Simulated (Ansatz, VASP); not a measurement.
# One calculation of Rb, two programs

INCAR

```
PREC = Accurate
ENCUT = 520
EDIFF = 1E-8
ISMEAR = -1
SIGMA = 0.08
LREAL = F
LASPH = T
NELM = 60
ALGO = Normal
ISIF = 2
LWAVE = F
LCHARG = F
GGA = PE
LEFG = T
NBANDS = 10
```

File KPOINTS:

```
regular mesh
0
Gamma
  10 10 10
```

The input POSCAR:

```
Rb
1.0
    4.6017171955      0.0000000000      0.0000000000
    0.0000000000      4.6017171955      0.0000000000
    0.0000000000      0.0000000000      4.6709152313
Rb
1
Direct
    0.0000000000      0.0000000000      0.0000000000
```

Input for Ansatz:

```yaml
crystal:
  lattice:
    - [4.6017171955, 0.0, 0.0]
    - [0.0, 4.6017171955, 0.0]
    - [0.0, 0.0, 4.6709152313]
  atoms:
    - { symbol: Rb, position: [0.0, 0.0, 0.0] }
kpoints:
  mp_grid: { grid: [10, 10, 10] }
scf:
  occupations: { method: fermi_dirac, width: 0.08 }
hamiltonian:
  xc: pbe
  pseudopotentials: { kind: paw }
output:
  forces: true
  stress: true
  eigenvalues: true
  efg: { contact_densities: true }
```

Change from the starting cell: z stretched by +1 % at fixed volume, PAW files.

Alike in both runs: task electric field gradients; functional PBE; k mesh 10 × 10 × 10; occupations fermi-dirac, width 0.08 eV; no spin polarisation.

|  | VASP | Ansatz |
| --- | --- | --- |
| version | VASP 6.6.1 | Ansatz 0.2.0 |
| potentials or method | VASP PAW PBE potentials, release 64 (Rb_sv) | PAW with Ansatz's default frozen-core files, scalar-relativistic |
| plane-wave cutoff (eV) | 520 | 420 |
| valence electrons in the cell | 9 | 9 |

Ansatz gave:

```
pressure (GPa)                                                 : 0.0
largest component of the traceless stress (GPa)                : 0.06
Vzz of the field gradient on the site that differs most (V/Å²) : -0.5
```

Question: Which values does VASP return?

Answer: Pressure (GPa): 0.0; largest component of the traceless stress (GPa): 0.06; Vzz of the field gradient on the site that differs most (V/Å²): -0.4.

Ansatz warned: «gradients_without_spin_orbit».
